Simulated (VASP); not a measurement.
# NaCl (P6_3/mmc) in VASP: further runs

The runs below take NaCl through single point, with r2SCAN, HSE06.

Program: VASP 6.6.1. These are calculated values, not measurements. Logs are shortened: lines on timing, memory, paths and dates and some standing lists are left out, and cuts for length are marked.

## 1. The crystal as given

The structure is hexagonal, space group P6_3/mmc (No. 194). The conventional cell has a = 4.721 Å, b = 4.721 Å, c = 5.569 Å, α = 90.00°, β = 90.00°, γ = 120.00°. Na (site symmetry -6m2) has 5 Cl at 2.73 to 2.78 Å as nearest neighbours. Around Cl (site symmetry -6m2) lie 5 Na at 2.73 to 2.78 Å.

The cell was built by a generator and needn't be a form met in nature.

## 2. Single point, r2SCAN

Input file POSCAR:

```
NaCl
1.0
    4.7210764991      0.0000000000      0.0000000000
   -2.3605382495      4.0885721814      0.0000000000
    0.0000000000      0.0000000000      5.5694844403
Na Cl
2 2
Direct
    0.3333333333      0.6666666667     -0.0624973265
    0.6666666667      0.3333333333      0.4375026735
    0.3333333333      0.6666666667      0.4374973265
    0.6666666667      0.3333333333      0.9374973265
```

Input file INCAR.step1:

```
SYSTEM = NaCl
ALGO = Normal ; EDIFF = 1E-4
ENCUT = 520 ; GGA = PE
ISMEAR = 0 ; LASPH = .True.
LCHARG = .False. ; LREAL = .False.
LWAVE = .True. ; NBANDS = 22
NELM = 100 ; PREC = Accurate
SIGMA = 0.01
```

Input file INCAR.step2:

```
SYSTEM = NaCl
ALGO = Normal ; EDIFF = 1E-6
ENCUT = 520 ; ISIF = 2
ISMEAR = 0 ; ISTART = 1
LASPH = .True. ; LCHARG = .True.
LELF = .True. ; LMIXTAU = .True.
LREAL = .False. ; LVHAR = .True.
LWAVE = .False. ; METAGGA = R2SCAN
NBANDS = 22 ; NELM = 100
PREC = Accurate ; SIGMA = 0.01
```

Input file KPOINTS:

```
k-points
0
Gamma
  6 6 4
  0 0 0
```

Potentials or basis: VASP PAW PBE potentials, release 64 (Na_pv, Cl).

On the command line:

```bash
> cat potpaw_PBE.64/Na_pv/POTCAR potpaw_PBE.64/Cl/POTCAR > POTCAR
> cp INCAR.step1 INCAR
> mpirun -np 1 vasp_std > vasp.out
> cp INCAR.step2 INCAR
> mpirun -np 1 vasp_std > vasp.out
```

OUTCAR:

```text
SYSTEM = NaCl
   EDIFF = 1E-6
   ENCUT = 520
   ISIF = 2
   ISMEAR = 0
   ISTART = 1
   LASPH = .True.
   LREAL = .False.
   METAGGA = R2SCAN
   NELM = 100
   PREC = Accurate

 ion  position               nearest neighbor table
   1  0.333  0.667  0.938-   4 2.73   4 2.73   4 2.73
   2  0.667  0.333  0.438-   3 2.73   3 2.73   3 2.73
   3  0.333  0.667  0.437-   2 2.73   2 2.73   2 2.73
   4  0.667  0.333  0.937-   1 2.73   1 2.73   1 2.73

  LATTYP: Found a hexagonal cell.
 ALAT       =     4.7210764991
 C/A-ratio  =     1.1797064592

  Lattice vectors:

 A1 = (   4.7210764991,   0.0000000000,   0.0000000000)
 A2 = (  -2.3605382495,   4.0885721814,   0.0000000000)
 A3 = (   0.0000000000,   0.0000000000,   5.5694844403)

Analysis of symmetry for initial positions (statically):
=====================================================================
 Subroutine PRICEL returns:
 Original cell was already a primitive cell.

 Routine SETGRP: Setting up the symmetry group for a
 hexagonal supercell.

 Subroutine GETGRP returns: Found 12 space group operations
 (whereof  6 operations were pure point group operations)
 out of a pool of 24 trial point group operations.

The static configuration has the point symmetry C_3v.
 The point group associated with its full space group is C_6v.

Analysis of symmetry for dynamics (positions and initial velocities):
=====================================================================
 Subroutine PRICEL returns:
 Original cell was already a primitive cell.

 Routine SETGRP: Setting up the symmetry group for a
 hexagonal supercell.

 Subroutine GETGRP returns: Found 12 space group operations
 (whereof  6 operations were pure point group operations)
 out of a pool of 24 trial point group operations.

The dynamic configuration has the point symmetry C_3v.
 The point group associated with its full space group is C_6v.

 Subroutine INISYM returns: Found 12 space group operations
 (whereof  6 operations are pure point group operations),
 and found     1 'primitive' translations

----------------------------------------------------------------------------------------

                                     Primitive cell

  volume of cell :     107.5048

  direct lattice vectors                    reciprocal lattice vectors
     4.721076499  0.000000000  0.000000000     0.211816097  0.122292081  0.000000000
    -2.360538249  4.088572181  0.000000000     0.000000000  0.244584162  0.000000000
     0.000000000  0.000000000  5.569484440     0.000000000  0.000000000  0.179549833

  length of vectors
     4.721076499  4.721076499  5.569484440     0.244584162  0.244584162  0.179549833

  position of ions in fractional coordinates (direct lattice)
     0.333333333  0.666666667  0.937502673
     0.666666667  0.333333333  0.437502673
     0.333333333  0.666666667  0.437497327
     0.666666667  0.333333333  0.937497327

  ion indices of the primitive-cell ions
   primitive index   ion index
                 1           1
                 2           2
                 3           3
                 4           4

----------------------------------------------------------------------------------------

 KPOINTS: k-points

Automatic generation of k-mesh.
 Grid dimensions read from file:
 generate k-points for:    6    6    4

 Generating k-lattice:

  Cartesian coordinates                     Fractional coordinates (reciprocal lattice)
     0.035302683  0.020382013  0.000000000     0.166666667  0.000000000  0.000000000
     0.000000000  0.040764027  0.000000000     0.000000000  0.166666667  0.000000000
     0.000000000  0.000000000  0.044887458     0.000000000  0.000000000  0.250000000

  Length of vectors
     0.040764027  0.040764027  0.044887458

  Shift w.r.t. Gamma in fractional coordinates (k-lattice)
     0.000000000  0.000000000  0.000000000

 Subroutine IBZKPT returns following result:
 ===========================================

 Found     21 irreducible k-points:

 Following reciprocal coordinates:
            Coordinates               Weight
  0.000000  0.000000  0.000000      1.000000
  0.166667 -0.000000  0.000000      6.000000
  0.333333  0.000000  0.000000      6.000000
  0.500000  0.000000  0.000000      3.000000
  0.166667  0.166667  0.000000      6.000000
  0.333333  0.166667  0.000000     12.000000
[... 13 lines left out ...]
  0.333333  0.166667  0.500000     12.000000
  0.333333  0.333333  0.500000      2.000000
   k-points           NKPTS =     21   k-points in BZ     NKDIM =     21   number of bands    NBANDS=     22
   number of dos      NEDOS =    301   number of ions     NIONS =      4
   total plane-waves  NPLWV =  54432
   dimension x,y,z NGX =    36 NGY =   36 NGZ =   42
   dimension x,y,z NGXF=    72 NGYF=   72 NGZF=   84
   ions per type =               2   2
   NGX,Y,Z   is equivalent  to a cutoff of  12.68, 12.68, 12.54 a.u.
   NGXF,Y,Z  is equivalent  to a cutoff of  25.35, 25.35, 25.07 a.u.
 SYSTEM =  NaCl
   PREC   = accura    normal or accurate (medium, high low for compatibility)
   ISTART =      1    job   : 0-new  1-cont  2-samecut
   ICHARG =      0    charge: 1-file 2-atom 10-const
   ISPIN  =      1    spin polarized calculation?
   LNONCOLLINEAR =      F non collinear calculations
   LSORBIT =      F    spin-orbit coupling
   LASPH  =      T    aspherical Exc in radial PAW
   ENCUT  =  520.0 eV  38.22 Ry    6.18 a.u.   8.78  8.78 10.36*2*pi/ulx,y,z
   NELM   =    100;   NELMIN=  2; NELMDL=  0     # of ELM steps
   EDIFF  = 0.1E-05   stopping-criterion for ELM
   LREAL  =      F    real-space projection
   EDIFFG = 0.1E-04   stopping-criterion for IOM
   NSW    =      0    number of steps for IOM
   IBRION =     -1    ionic relax: 0-MD 1-quasi-New 2-CG
   NFREE  =      0    steps in history (QN), initial steepest desc. (CG)
   ISIF   =      2    stress and relaxation
   ISYM   =      2    0-nonsym 1-usesym 2-fastsym
   POTIM  = 0.5000    time-step for ionic-motion
   TEBEG  =    0.0;   TEEND  =   0.0 temperature during run
   PSTRESS=    0.0 pullay stress
   NELECT =      28.0000    total number of electrons
   NUPDOWN=      -1.0000    fix difference up-down
   EMIN   =  10.00;   EMAX   =-10.00  energy-range for DOS
   EFERMI =   0.00;   METHOD = LEGACY
   ISMEAR =     0;   SIGMA  =   0.01  broadening in eV -4-tet -1-fermi 0-gaus
   EFERMI_NEDOS =   21; number of points for ismear=-14 and -15
   IALGO  =     38    algorithm
   IMIX   =      4    mixing-type and parameters
     AMIX     =   0.40;   BMIX     =  1.00
     AMIX_MAG =   1.60;   BMIX_MAG =  1.00
  volume/ion in A,a.u.               =      26.88       181.37
  Fermi-wavevector in a.u.,A,eV,Ry     =   1.045486  1.975682 14.871729  1.093041
  Thomas-Fermi vector in A             =   2.180284
   LORBIT       =      0    0 simple, 1 ext, 2 COOP (PROOUT), +10 PAW based schemes
   METAGGA = R2SCAN    functional components
   LHFCALC =     F    Hartree Fock is set to
   AEXX    =    0.0000 exact exchange contribution
   IVDW    =     0    specifies the selected vdW correction
   LEPSILON=     F    determine dielectric tensor
   LRPA    =     F    only Hartree local field effects (RPA)
 non-spin polarized calculation
 Gauss-broadening in eV      SIGMA  =   0.01
  energy-cutoff  :      520.00
  volume of cell :      107.50
 maximum number of plane-waves:      2955
 NGX is ok and might be reduce to    36
   NGX = 17   NGY = 17   NGZ = 21

 number of electron      28.0000020 magnetization

 Free energy of the ion-electron system (eV)
  ---------------------------------------------------
  ext. energy  EPLUGINS =         0.00000000
  ---------------------------------------------------
  free energy    TOTEN  =       -27.33977303 eV

  energy without entropy =      -27.33977303  energy(sigma->0) =      -27.33977303

 E-fermi :  -2.0391     XC(G=0):  -7.6502

 val. band max:       -2.1067537780   @ k =   0.0000   0.0000   0.0000
 cond. band min:       3.3667867239   @ k =   0.0000   0.0000   0.0000
 fundamental gap:      5.4735405019
 Fermi energy:        -2.0390629492

 k-point     1 :       0.0000    0.0000    0.0000
  band No.  band energies     occupation
      1     -23.6807      2.00000
      2     -23.6804      2.00000
      3     -23.6800      2.00000
      4     -23.6733      2.00000
      5     -23.6730      2.00000
      6     -23.6610      2.00000
[... 14 lines left out ...]
     21       9.5038      0.00000
     22       9.9703      0.00000

 k-point     2 :       0.1667   -0.0000    0.0000
  band No.  band energies     occupation
      1     -23.6820      2.00000
      2     -23.6812      2.00000
      3     -23.6788      2.00000
      4     -23.6752      2.00000
      5     -23.6732      2.00000
      6     -23.6620      2.00000
[... 14 lines left out ...]
     21       9.4642      0.00000
     22       9.6610      0.00000

 k-point     3 :       0.3333    0.0000    0.0000
  band No.  band energies     occupation
      1     -23.6849      2.00000
      2     -23.6823      2.00000
      3     -23.6794      2.00000
      4     -23.6757      2.00000
      5     -23.6732      2.00000
      6     -23.6648      2.00000
[... 14 lines left out ...]
     21       9.7611      0.00000
     22      10.1217      0.00000
[... 401 lines left out ...]
 k-point    20 :       0.3333    0.1667    0.5000
  band No.  band energies     occupation
      1     -23.6912      2.00000
      2     -23.6912      2.00000
      3     -23.6784      2.00000
      4     -23.6784      2.00000
      5     -23.6651      2.00000
      6     -23.6651      2.00000
[... 14 lines left out ...]
     21      10.1075      0.00000
     22      10.1075      0.00000

 k-point    21 :       0.3333    0.3333    0.5000
  band No.  band energies     occupation
      1     -23.6921      2.00000
      2     -23.6921      2.00000
      3     -23.6790      2.00000
      4     -23.6790      2.00000
      5     -23.6645      2.00000
      6     -23.6645      2.00000
[... 14 lines left out ...]
     21      10.6603      0.00000
     22      10.6603      0.00000

------------------------ aborting loop because EDIFF is reached ----------------------------------------

  FORCE on cell =-STRESS in cart. coord.  units (eV):
  Direction    XX          YY          ZZ          XY          YZ          ZX
  --------------------------------------------------------------------------------------
  -------------------------------------------------------------------------------------
  Total       -0.1019580     -0.1019580     -0.1078679     -0.0000000      0.0000000      0.0000000
  in kB       -1.5195124     -1.5195124     -1.6075894     -0.0000000      0.0000000      0.0000000
  external PRESSURE =      -1.5488714 kB  Pullay stress =       0.0000000 kB

 VOLUME and BASIS-vectors are now :
 -----------------------------------------------------------------------------
  energy-cutoff  :      520.00
  volume of cell :      107.50
      direct lattice vectors                 reciprocal lattice vectors
     4.721076499  0.000000000  0.000000000     0.211816097  0.122292081  0.000000000
    -2.360538249  4.088572181  0.000000000     0.000000000  0.244584162  0.000000000
     0.000000000  0.000000000  5.569484440     0.000000000  0.000000000  0.179549833

 POSITION                                       TOTAL-FORCE (eV/Angst)
 -----------------------------------------------------------------------------------
     -0.00000      2.72571      5.22141        -0.000000      0.000000      0.011279
      2.36054      1.36286      2.43666         0.000000     -0.000000      0.011279
     -0.00000      2.72571      2.43663         0.000000      0.000000     -0.011279
      2.36054      1.36286      5.22138         0.000000      0.000000     -0.011279
 -----------------------------------------------------------------------------------
    total drift:                               -0.000000     -0.000000      0.052371

  FREE ENERGIE OF THE ION-ELECTRON SYSTEM (eV)
  ---------------------------------------------------
  free  energy   TOTEN  =       -27.3397730298 eV

  energy  without entropy=      -27.3397730298  energy(sigma->0) =      -27.33977303
```

It took 90 s on 1 thread of Intel Xeon Platinum 8559C (Emerald Rapids), shared host; peak memory 0.23 GiB.

Results:

```
Free energy            : -27.3398 eV
Pressure               : -0.2 GPa
Largest force          : 0.011 eV/Å
Band gap on the k mesh : 5.47 eV, direct
```

Forces on the atoms (eV/Å):
```
Na   0.000  0.000  0.011
Na   0.000  0.000  0.011
Cl   0.000  0.000 -0.011
Cl   0.000  0.000 -0.011
```

Levels at points of the mesh, in eV from the valence-band top:
```tsv
k point	band 12	band 13	band 14	band 15	band 16	band 17
(0.00, 0.00, 0.00)	-0.34	-0.34	0.00	5.47	8.50	10.48
(0.50, 0.00, 0.00)	-0.78	-0.52	-0.24	7.73	8.47	9.33
(0.00, 0.00, 0.50)	-0.58	-0.58	-0.58	7.24	7.24	10.39
(0.50, 0.00, 0.50)	-0.66	-0.27	-0.27	7.89	7.89	10.77
```

Caveat: the PAW data sets were made with another functional, which shifts forces and pressure a little. r2SCAN opens gaps a little over a GGA but as a rule still falls short of measured ones.

[end of part 1 of 2]
